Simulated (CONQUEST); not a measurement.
Pb, 2 atoms in the cell. The typed cell holds 2 atoms: a = 3.959 Å, b = 3.959 Å, c = 3.959 Å, α = 90.00°, β = 90.00°, γ = 90.00°. This isn't the form of Pb at room conditions, which is fcc. The cell isn't the ideal one: atoms of the box moved at random, drawn with an rms of 0.05 Å.

| Item | Value |
| --- | --- |
| Program | CONQUEST 1.3 |
| Task | single point |
| Functional | PBE |
| Potentials or basis | PseudoDojo NC PBE, DZP, grid cutoff 120 Ha |
| k mesh | 7 × 7 × 7 |
| Occupations | fermi-dirac, width 0.05 eV |
| Spin | no spin polarisation |
| Solver | diagonalisation |
| SCF tolerance | 1e-06 |

Potentials or basis: PseudoDojo NC PBE, DZP, grid cutoff 120 Ha.

Command:

```bash
$ Conquest
```

Hardware: 1 thread of Intel(R) Xeon(R) Platinum 8223CL CPU @ 3.00GHz (Skylake/Cascade Lake) (shared host).

Problem. Estimate the wall time of this run.

Solution. It took 31 s on 1 thread of Intel(R) Xeon(R) Platinum 8223CL CPU @ 3.00GHz (Skylake/Cascade Lake), on a shared host, peak memory 0.45 GiB. Counts: scf iterations 5, k points 172, basis 36.
